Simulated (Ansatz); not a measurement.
## Ag: electron localisation function with RPBE+D3(BJ)

Crystal: Ag.

```
Ag
1.0
     0.00000    2.04275    2.04275
     2.04275    0.00000    2.04275
     2.04275    2.04275    0.00000
Ag
1
Direct
  0.00000 0.00000 0.00000
```

| Quantity | Value |
| --- | --- |
| Program | Ansatz 0.2.0 |
| Task | electron localisation function |
| Functional | RPBE |
| Dispersion | D3(BJ) |
| Potentials or basis | Ansatz PAW |
| Cutoff | 420 eV (not typed: the program's choice for these potentials) |
| k mesh | 11 × 11 × 11 |
| Occupations | gaussian, width 0.15 eV |
| Spin | no spin polarisation |

```
Pressure               : -26.0 GPa
Band gap on the k mesh : none (metal or under the smearing width)
```

Levels at points of the mesh, in eV from the Fermi level:
```tsv
k point	band 6	band 7	band 8	band 9	band 10	band 11	band 12	band 13	band 14
(0.00, 0.00, 0.00)	-5.07	-5.07	-5.07	-4.04	-4.04	15.62	19.24	19.24	19.24
```

It took 0.93 s on 1 thread of Arm Neoverse V2, with other jobs on the host, peak memory 0.26 GiB.

Caveat: so large a pressure means that the cell lies far from this level's equilibrium, or that cutoff or potentials fall short; pairwise dispersion overbinds metals, which lowers pressure and volume; the PAW data sets come from PBE, with cores solved anew for the run's functional, which leaves a small shift of forces and pressure.
